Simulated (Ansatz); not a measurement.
**PbI2: how the settings move a single-point run**

Aim: see which settings change the result for PbI2, by how much, and at what cost.

Program: Ansatz 0.2.0. Level of theory: reference: DFT, PBE, all-electron PAW with datasets made for the crystal, scalar-relativistic. These are calculated values, not measurements.

## 1. The structure to begin with

It takes space group P-3m1 (No. 164, trigonal). The conventional cell has a = 4.555 Å, b = 4.555 Å, c = 6.977 Å, α = 90.00°, β = 90.00°, γ = 120.00°. Pb (site symmetry -3m) is surrounded by 6 I at 3.21 Å. I (site symmetry 3m) is surrounded by 3 Pb at 3.21 Å.

As a file:

```cif
data_structure
_symmetry_space_group_name_H-M 'P 1'
_symmetry_Int_Tables_number 1
_cell_length_a 4.5550
_cell_length_b 4.5550
_cell_length_c 6.9770
_cell_angle_alpha 90.000
_cell_angle_beta 90.000
_cell_angle_gamma 120.000
_cell_volume 125.37
loop_
_atom_site_label
_atom_site_type_symbol
_atom_site_fract_x
_atom_site_fract_y
_atom_site_fract_z
_atom_site_occupancy
Pb1 Pb 0.00000 0.00000 0.00000 1
I1 I 0.33333 0.66667 0.26500 1
I2 I 0.66667 0.33333 0.73500 1
```

## 2. Reference

Contents of input.yaml:

```yaml
crystal:
  lattice:
    - [4.5550018558, 0.0, 0.0]
    - [-2.2775009279, 3.9447473214, 0.0]
    - [0.0, 0.0, 6.977]
  atoms:
    - { symbol: Pb, position: [0.0, 0.0, 0.0] }
    - { symbol: I, position: [0.3333333333, 0.6666666667, 0.265] }
    - { symbol: I, position: [0.6666666667, 0.3333333333, 0.735] }
kpoints:
  mp_grid: { grid: [8, 8, 5] }
  band_path:
    path:
      - [0.0, 0.0, 0.0]
      - [0.5, 0.0, 0.0]
      - [0.3333333333, 0.3333333333, 0.0]
      - [0.0, 0.0, 0.0]
      - [0.0, 0.0, 0.5]
      - [0.5, 0.0, 0.5]
      - [0.3333333333, 0.3333333333, 0.5]
      - [0.0, 0.0, 0.5]
      - [0.5, 0.0, 0.5]
    npoints: 8
scf:
  occupations: { method: fermi_dirac, width: 0.02 }
hamiltonian:
  xc: pbe
  pseudopotentials: { kind: all_electron, datasets: crystal }
output:
  forces: true
  stress: true
  eigenvalues: true
  efg: { contact_densities: true }
```

Launch:

```
$ ansatz run input.yaml --threads 1 --pin off --max-ram 4096MiB --backend cpu --events-out ev --progress --plain --runs-dir out
```

## 3. Changed: preconditioner resta, scf.algorithm density_mixing

Edit input.yaml of step 2 so:

```diff
@@ -25,2 +25,4 @@
   occupations: { method: fermi_dirac, width: 0.02 }
+  mixing: { preconditioner: resta }
+  algorithm: density_mixing
 hamiltonian:
```

**Question.** What will these runs give? Wanted: for each run, ending; energy change; pressure; gap; force.

**Answer**, as computed:

| run | ending | energy change | pressure (GPa) | gap (eV) | force (eV/Å) | cycles | time |
| --- | --- | --- | --- | --- | --- | --- | --- |
| reference | converged | 0 | 1.8 | 2.29 | 0.17 | 9 | 18 s |
| 1: preconditioner resta, scf.algorithm density_mixing | converged | 0.0 meV/atom | 1.8 | 2.29 | 0.17 | 9 | 18 s |

Residual by cycle in the longest SCF loop of each run; runs are numbered as in the table. The quantity is the density residual dr2, in eV.

| cycle | reference | run 1 |
| --- | --- | --- |
| 1 | 0.711 | 0.711 |
| 2 | 0.0819 | 0.0819 |
| 3 | 0.00806 | 0.00806 |
| 4 | 0.00183 | 0.00183 |
| 5 | 4.5e-5 | 4.5e-5 |
| 6 | 1.3e-5 | 1.3e-5 |
| 7 | 2.6e-6 | 2.6e-6 |
| 8 | 1.9e-7 | 1.9e-7 |
| 9 | 1.7e-8 | 1.7e-8 |

Energy and cycle count are those of the reference, so the change (mixing and solver) left the result and the number of cycles as they were. The gap of the reference lacks spin-orbit coupling, though the cell holds I and Pb.

The gaps are Kohn-Sham values of a semilocal functional, not quasiparticle or optical gaps. Such gaps usually fall short of the measured ones; spin-orbit coupling, left out here, narrows gaps with I, Pb, so the two errors partly cancel.
